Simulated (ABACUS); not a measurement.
# CdF2 (Fm-3m) in ABACUS: notebook

The runs below take CdF2 through equation of state, with LDA.

Everything below comes from runs of ABACUS 3.10.1. Logs are shortened: lines on timing, memory, paths and dates and some standing lists are left out, and cuts for length are marked.

## 1. Starting point

The structure is cubic, space group Fm-3m (No. 225). Conventional cell: a = 5.388 Å, b = 5.388 Å, c = 5.388 Å, α = 90.00°, β = 90.00°, γ = 90.00°. Cd (site symmetry m-3m) is surrounded by 8 F at 2.33 Å. F (site symmetry -43m) has 4 Cd at 2.33 Å as nearest neighbours.

## 2. Equation of state, LDA, 12.25 Å³/atom (volume scaled by 0.94)

The input, run_abacus.py:

```python
"""ABACUS run from a structure file: ASE reads it, the script writes STRU, KPT and INPUT."""
import re
import subprocess
from ase.io import read
from ase.units import Bohr

atoms = read("CdF2.xyz")
atoms = atoms[(-atoms.numbers).argsort(kind="stable")]  # ABACUS lists atoms element by element
pseudo = {'Cd': 'cd_lda_v1.uspp.F.UPF', 'F': 'f_lda_v1.4.uspp.F.UPF'}
orbital = {}
magmoms = None
kmesh = [7, 7, 7]
params = {
    'suffix': 'CdF2',
    'calculation': 'scf',
    'basis_type': 'pw',
    'pseudo_dir': './',
    'symmetry': 1,
    'dft_functional': 'pz',
    'ecutwfc': 40,
    'pseudo_rcut': 10,
    'nspin': 1,
    'nbands': 17,
    'ks_solver': 'dav',
    'smearing_method': 'fd',
    'smearing_sigma': 0.00367493,
    'scf_thr': 1e-08,
    'scf_nmax': 100,
    'mixing_type': 'broyden',
    'mixing_beta': 0.7,
    'cal_force': 1,
    'cal_stress': 1,
    'ecutrho': 320,
    'kpar': 4,
}

symbols = atoms.get_chemical_symbols()
elements = list(dict.fromkeys(symbols))
lines = ["ATOMIC_SPECIES"] + [f"{e} {atoms.get_masses()[symbols.index(e)]:.4f} {pseudo[e]}" for e in elements]
if orbital:
    lines += ["", "NUMERICAL_ORBITAL"] + [orbital[e] for e in elements]
lines += ["", "LATTICE_CONSTANT", f"{1 / Bohr:.10f}", "", "LATTICE_VECTORS"]
lines += [" ".join(f"{x:.10f}" for x in v) for v in atoms.cell]
lines += ["", "ATOMIC_POSITIONS", "Direct"]
for e in elements:
    lines += ["", e, "0.0", str(symbols.count(e))]
    for i, p in enumerate(atoms.get_scaled_positions(wrap=False)):
        if symbols[i] == e:
            mag = "" if magmoms is None else " mag " + " ".join(str(x) for x in (magmoms[i] if isinstance(magmoms[i], list) else [magmoms[i]]))
            lines.append(" ".join(f"{x:.10f}" for x in p) + " 1 1 1" + mag)
open("STRU", "w").write("\n".join(lines) + "\n")
open("KPT", "w").write("K_POINTS\n0\nGamma\n%d %d %d 0 0 0\n" % tuple(kmesh))
open("INPUT", "w").write("INPUT_PARAMETERS\n" + "".join(f"{k:<20s}{v}\n" for k, v in params.items()))

done = subprocess.run(['mpirun', '-np', '4', 'abacus'])
if done.returncode:
    raise SystemExit(done.returncode)
log = open("OUT.CdF2/running_scf.log").read()
print("final energy (eV):", re.findall(r"FINAL_ETOT_IS (\S+)", log))
```

The input, CdF2.xyz:

```xyz
3
Lattice="0.0000000000 2.6390049769 2.6390049769 2.6390049769 0.0000000000 2.6390049769 2.6390049769 2.6390049769 0.0000000000" Properties=species:S:1:pos:R:3 pbc="T T T"
Cd     0.0000000000      0.0000000000      0.0000000000
F      3.9585074654      3.9585074654      3.9585074654
F      1.3195024884      1.3195024884      1.3195024884
```

Potentials or basis: GBRV ultrasoft 1.5 LDA, plane waves.

The run is started by

```sh
$ OMP_NUM_THREADS=1 python run_abacus.py > log
```

running log:

```text
ABACUS v3.10.1

               Atomic-orbital Based Ab-initio Computation at UStc

 ------------------------------------------------------------------------------------

 READING GENERAL INFORMATION
                           global_out_dir = OUT.CdF2/
                           global_in_card = INPUT
                               pseudo_dir = ./
                              orbital_dir =
                                    DSIZE = 4
                                    GSIZE = 1

 READING UNITCELL INFORMATION
                                    ntype = 2
                  lattice constant (Bohr) = 1.88973
              lattice constant (Angstrom) = 1

 READING ATOM TYPE 1
                               atom label = Cd
                      L=0, number of zeta = 1
                      L=1, number of zeta = 1
                      L=2, number of zeta = 1
             number of atom for this type = 1

 READING ATOM TYPE 2
                               atom label = F
                      L=0, number of zeta = 1
                      L=1, number of zeta = 1
                      L=2, number of zeta = 1
             number of atom for this type = 2

                        TOTAL ATOM NUMBER = 3
DIRECT COORDINATES
    atom                   x                   y                   z     mag                  vx                  vy                  vz
taud_Cd1            0.0000000000        0.0000000000        0.0000000000  0.0000        0.0000000000        0.0000000000        0.0000000000
taud_F1            0.7500000000        0.7500000000        0.7500000000  0.0000        0.0000000000        0.0000000000        0.0000000000
taud_F2            0.2500000000        0.2500000000        0.2500000000  0.0000        0.0000000000        0.0000000000        0.0000000000

                          Volume (Bohr^3) = 248.055
                             Volume (A^3) = 36.7579

 Lattice vectors: (Cartesian coordinate: in unit of a_0)
                   +0              +2.639              +2.639
               +2.639                  +0              +2.639
               +2.639              +2.639                  +0
 Reciprocal vectors: (Cartesian coordinate: in unit of 2 pi/a_0)
            -0.189465           +0.189465           +0.189465
            +0.189465           -0.189465           +0.189465
            +0.189465           +0.189465           -0.189465
 The esolver type has been set to : ksdft_pw

                PAO radial cut off (Bohr) = 10

 Read in pseudopotential file is cd_lda_v1.uspp.F.UPF
                     pseudopotential type = US
          exchange-correlation functional = PZ
                 nonlocal core correction = 1
                        valence electrons = 12
                                     lmax = 2
                           number of zeta = 3
[... 5 lines left out ...]
                           L of projector = 2
                           L of projector = 2
                PAO radial cut off (Bohr) = 10

 Read in pseudopotential file is f_lda_v1.4.uspp.F.UPF
                     pseudopotential type = US
          exchange-correlation functional = PZ
                 nonlocal core correction = 0
                        valence electrons = 7
                                     lmax = 1
                           number of zeta = 2
                     number of projectors = 4
                           L of projector = 0
                           L of projector = 0
                           L of projector = 1
                           L of projector = 1
     initial pseudo atomic orbital number = 17

 SETUP THE ELECTRONS NUMBER
            electron number of element Cd = 12
      total electron number of element Cd = 12
             electron number of element F = 7
       total electron number of element F = 14
            AUTOSET number of electrons:  = 26
                           occupied bands = 13
                                   NBANDS = 17
                                   NLOCAL = 27

 SETUP THE PLANE WAVE BASIS
 energy cutoff for charge/potential (unit:Ry) = 160
            fft grid for charge/potential = [ 30, 30, 30 ]
                        fft grid division = [ 1, 1, 1 ]
        big fft grid for charge/potential = [ 45, 45, 45 ]
                                     nbxx = 91125
                                     nrxx = 27000

 SETUP PLANE WAVES FOR CHARGE/POTENTIAL
                    number of plane waves = 8441
                         number of sticks = 559

 PARALLEL PW FOR CHARGE/POTENTIAL
     PROC   COLUMNS(POT)             PW
        1            559           8441
 --------------- sum -------------------
        1            559           8441
                            number of |g| = 137
                                  max |g| = 14.4665
                                  min |g| = 0

 energy cutoff for dense charge/potential (unit:Ry) = 320
[... 36 lines left out ...]
 The lattice vectors have been changed (STRU_SIMPLE.cif)

(for optimal symmetric configuration:)
                             BRAVAIS TYPE = 3
                     BRAVAIS LATTICE NAME = 03. Cubic F (face-centered)
                                    ibrav = 3
                                    IBRAV = 3
                                  BRAVAIS = FACE CENTERED CUBIC
                       LATTICE CONSTANT A = 5.27801
Original cell was already a primitive cell.
                        ROTATION MATRICES = 48
              PURE POINT GROUP OPERATIONS = 48
                   SPACE GROUP OPERATIONS = 48
                              POINT GROUP = O_h
               POINT GROUP IN SPACE GROUP = O_h

 SETUP K-POINTS
                                    nspin = 1
                   Input type of k points = Monkhorst-Pack(Gamma)
                                   nkstot = 343
                       right hand lattice = 1
(for reciprocal lattice: )
                             BRAVAIS TYPE = 2
                     BRAVAIS LATTICE NAME = 02. Cubic I (body-centered)
                                    ibrav = 2
                       right hand lattice = 1
(for k-lattice: )
                             BRAVAIS TYPE = 2
                     BRAVAIS LATTICE NAME = 02. Cubic I (body-centered)
                                    ibrav = 2
                       right hand lattice = 1
                        ROTATION MATRICES = 48
                               nkstot_ibz = 20
K-POINTS REDUCTION ACCORDING TO SYMMETRY
     IBZ    DIRECT_X    DIRECT_Y    DIRECT_Z  WEIGHT  ibz2bz
       1  0.00000000  0.00000000  0.00000000  0.0029       0
       2  0.14285714  0.14285714  0.14285714  0.0233       1
       3  0.28571429  0.28571429  0.28571429  0.0233       2
       4  0.42857143  0.42857143  0.42857143  0.0233       3
       5  0.14285714  0.14285714  0.00000000  0.0175       8
       6  0.28571429  0.14285714  0.28571429  0.0700       9
[... 12 lines left out ...]
      19 -0.42857143  0.42857143  0.14285714  0.0700      74
      20 -0.28571429  0.42857143  0.28571429  0.0700      75

                               nkstot now = 20
[... K-POINTS DIRECT COORDINATES: 20 rows ...]

           k-point number in this process = 5
       minimum distributed K point number = 5
[... stars of the k points ...]

[... K-POINTS CARTESIAN COORDINATES: 5 rows ...]

[... K-POINTS DIRECT COORDINATES: 5 rows ...]

 SETUP PLANE WAVES FOR WAVE FUNCTIONS
     energy cutoff for wavefunc (unit:Ry) = 40
              fft grid for wave functions = [ 30, 30, 30 ]
                    number of plane waves = 1363
                         number of sticks = 163

 PARALLEL PW FOR WAVE FUNCTIONS
     PROC   COLUMNS(POT)             PW
        1            163           1363
 --------------- sum -------------------
        1            163           1363

 SETUP NONLOCAL PSEUDOPOTENTIALS IN PLANE WAVE BASIS
 Cd non-local projectors:
 projector 1 L=0
 projector 2 L=0
 projector 3 L=1
 projector 4 L=1
 projector 5 L=2
 projector 6 L=2
 F non-local projectors:
 projector 1 L=0
 projector 2 L=0
 projector 3 L=1
 projector 4 L=1
      TOTAL NUMBER OF NONLOCAL PROJECTORS = 34

 Init Non-Local PseudoPotential table :
 Init Non-Local-Pseudopotential done.

                                     npwx = 1067

 Make real space PAO into reciprocal space.
       max mesh points in Pseudopotential = 767
     dq(describe PAO in reciprocal space) = 0.01
                                    max q = 763

 number of pseudo atomic orbitals for Cd is 3
WARNING: norm of atomic wavefunction # 2 of atomic type Cd is 0.999992, renormalized
WARNING: norm of atomic wavefunction # 3 of atomic type Cd is 0.999281, renormalized

 number of pseudo atomic orbitals for F is 2

 -------------------------------------------
[... 5 lines left out ...]

 Notice: Threshold on eigenvalues was too large.
 hsover_error=0.26 > DRHO=0.0794586
 Origin diag ethr = 0.01
 New diag ethr = 0.00030561

 Density error is 0.0822542516576
                          Error Threshold = 0.000305610057353
----------------------------------------------------------
     Energy           Rydberg                 eV
----------------------------------------------------------
 E_KohnSham     -211.7640223337      -2881.1973351376
 E_Harris       -210.2299331417      -2860.3249808856
 E_Fermi        0.4582012169         6.2341473802
----------------------------------------------------------
[... 63 lines left out ...]
 Density error is 4.90392174528e-09
                          Error Threshold = 8.01765593247e-10
----------------------------------------------------------
     Energy           Rydberg                 eV
----------------------------------------------------------
 E_KohnSham     -211.7914142611      -2881.5700214296
 E_KS(sigma->0) -211.7914142611      -2881.5700214296
 E_Harris       -211.7917526225      -2881.5746250725
 E_band         -0.8621892813        -11.7306869803
 E_one_elec     -55.4798292192       -754.8418014482
 E_Hartree      50.0984035449        681.6237489138
 E_xc           -57.4444854424       -781.5723206949
 E_Ewald        -148.9655031444      -2026.7796482002
 E_entropy(-TS) -0.0000000000        -0.0000000000
 E_descf        0.0000000000         0.0000000000
 E_exx          0.0000000000         0.0000000000
 E_Fermi        0.4896151802         6.6615562782
----------------------------------------------------------

 charge density convergence is achieved
 final etot is -2881.5700214 eV
 EFERMI = 6.6615562782 eV

 STATE ENERGY(eV) AND OCCUPATIONS    NSPIN == 1
 1/5 kpoint (Cartesian) = 0.0000 0.0000 0.0000 (1067 pws)
       1       -15.6282     0.00583090
       2       -14.2596     0.00583090
       3      -0.621055     0.00583090
       4      -0.621055     0.00583090
       5      -0.621055     0.00583090
       6       0.969128     0.00583090
[... 9 lines left out ...]
      16        17.7786        0.00000
[... 64 lines left out ...]
       5      -0.285748      0.0349854
       6       0.803105      0.0349854
[... 9 lines left out ...]
      16        18.1866        0.00000
      17        18.1866        0.00000

------------------------------------------------------------------------------------------
 TOTAL-FORCE (eV/Angstrom)
------------------------------------------------------------------------------------------
                       Cd1         0.0000000000         0.0000000000         0.0000000000
                        F1         0.0000000000         0.0000000000         0.0000000000
                        F2         0.0000000000         0.0000000000         0.0000000000
------------------------------------------------------------------------------------------

----------------------------------------------------------------
 TOTAL-STRESS (KBAR)
----------------------------------------------------------------
        15.6028115429        -0.0000000000         0.0000000000
        -0.0000000000        15.6028115429         0.0000000000
        -0.0000000000         0.0000000000        15.6028115429
----------------------------------------------------------------
 TOTAL-PRESSURE: 15.602812 KBAR

 --------------------------------------------
 !FINAL_ETOT_IS -2881.5700214296175545 eV
 --------------------------------------------
```

Run time: 12 s. Hardware: 4 MPI ranks of AMD EPYC 7R43 (Zen 3), shared host; peak memory 0.6 GiB.

Results:

```
Free energy            : -2881.5700 eV
Pressure               : 1.6 GPa
Band gap on the k mesh : 3.03 eV, indirect (least direct gap 3.34 eV)
```

Caveat: an odd mesh through Γ misses points on the zone boundary, where band edges often lie.

## 3. Equation of state, LDA, 12.77 Å³/atom (volume scaled by 0.98)

run_abacus.py is that of step 2.

The input, CdF2.xyz:

```xyz
3
Lattice="0.0000000000 2.6759189183 2.6759189183 2.6759189183 0.0000000000 2.6759189183 2.6759189183 2.6759189183 0.0000000000" Properties=species:S:1:pos:R:3 pbc="T T T"
Cd     0.0000000000      0.0000000000      0.0000000000
F      4.0138783774      4.0138783774      4.0138783774
F      1.3379594592      1.3379594592      1.3379594592
```

Potentials or basis: GBRV ultrasoft 1.5 LDA, plane waves.

The run is started by

```sh
$ OMP_NUM_THREADS=1 python run_abacus.py > log
```

It took 12 s on 4 MPI ranks of AMD EPYC 7R43 (Zen 3), shared host; peak memory 0.6 GiB.

The run converged. Its results:

```
Free energy            : -2881.5668 eV
Pressure               : -3.6 GPa
Band gap on the k mesh : 2.89 eV, indirect (least direct gap 3.25 eV)
```

Caveat: an odd mesh through Γ misses points on the zone boundary, where band edges often lie.

## 4. Equation of state, LDA, 13.30 Å³/atom (volume scaled by 1.02)

run_abacus.py is that of step 3.

The input, CdF2.xyz:

```xyz
3
Lattice="0.0000000000 2.7118415796 2.7118415796 2.7118415796 0.0000000000 2.7118415796 2.7118415796 2.7118415796 0.0000000000" Properties=species:S:1:pos:R:3 pbc="T T T"
Cd     0.0000000000      0.0000000000      0.0000000000
F      4.0677623694      4.0677623694      4.0677623694
F      1.3559207898      1.3559207898      1.3559207898
```

The run is started by

```sh
$ OMP_NUM_THREADS=1 python run_abacus.py > log
```

It took 13 s on 4 MPI ranks of AMD EPYC 7R43 (Zen 3), shared host; peak memory 0.64 GiB.

Results (log left out):

- Free energy: -2881.5180 eV
- Pressure: -7.6 GPa
- Band gap on the k mesh: 2.75 eV, indirect (least direct gap 3.17 eV)

Caveat: an odd mesh through Γ misses points on the zone boundary, where band edges often lie.

## 5. Equation of state, LDA, 13.82 Å³/atom (volume scaled by 1.06)

run_abacus.py is that of step 4.

The input, CdF2.xyz:

```xyz
3
Lattice="0.0000000000 2.7468369436 2.7468369436 2.7468369436 0.0000000000 2.7468369436 2.7468369436 2.7468369436 0.0000000000" Properties=species:S:1:pos:R:3 pbc="T T T"
Cd     0.0000000000      0.0000000000      0.0000000000
F      4.1202554154      4.1202554154      4.1202554154
F      1.3734184718      1.3734184718      1.3734184718
```

The run is started by

```sh
$ OMP_NUM_THREADS=1 python run_abacus.py > log
```

It took 14 s on 4 MPI ranks of AMD EPYC 7R43 (Zen 3), shared host; peak memory 0.64 GiB.

Results (log left out):

- Free energy: -2881.4344 eV
- Pressure: -10.8 GPa
- Band gap on the k mesh: 2.62 eV, indirect (least direct gap 3.08 eV)

Caveat: an odd mesh through Γ misses points on the zone boundary, where band edges often lie.

## 6. Equation of state, LDA

Potentials or basis: GBRV ultrasoft 1.5 LDA, plane waves.

This step only gathers the single runs of the series.

Results:

```
Equilibrium volume                      : 12.48 Å³/atom
Bulk modulus                            : 130 GPa
Pressure derivative of the bulk modulus : 5.4 (rough: it moves with the points fitted)
```

Energy against volume, from the lowest point:
| volume (Å³/atom) | energy (meV/atom) |
| --- | --- |
| 12.253 | 0.00 |
| 12.774 | 1.06 |
| 13.295 | 17.34 |
| 13.817 | 45.21 |

LDA usually gives volumes a few per cent too small. Zero-point motion and thermal expansion aren't in these numbers.
